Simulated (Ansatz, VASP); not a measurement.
## SiC (Moissanite) in VASP and in Ansatz

```
Si C
1.0
     3.09191    0.00000    0.00000
    -1.54595    2.67767    0.00000
     0.00000    0.00000    5.07430
Si C
2 2
Direct
  0.33333 0.66667 0.00458
  0.66667 0.33333 0.50458
  0.33333 0.66667 0.38042
  0.66667 0.33333 0.88042
```

Alike in both runs: functional PBE; k mesh 12 × 12 × 6; no spin polarisation.

Ansatz relaxed the structure, and its values are those at the end. VASP's run is a single point on that final structure, the one shown.

```csv
,VASP,Ansatz
version,VASP 6.6.1,Ansatz 0.2.0
potentials or method,"VASP PAW PBE potentials, release 64 (Si, C)","scalar-relativistic, plane waves, PAW"
plane-wave cutoff (eV),520,420
occupations,"gaussian, width 0.01 eV",fixed
valence electrons in the cell,16,16
```

```tsv
	VASP	Ansatz	Ansatz less VASP
gap on the k mesh at the Fermi level (eV)	2.30	2.31	+0.004
least direct gap on the mesh (eV)	3.94	3.94	+0.003
pressure (GPa)	0.0	0.0	+0.05
```

A k mesh can miss the band edges.
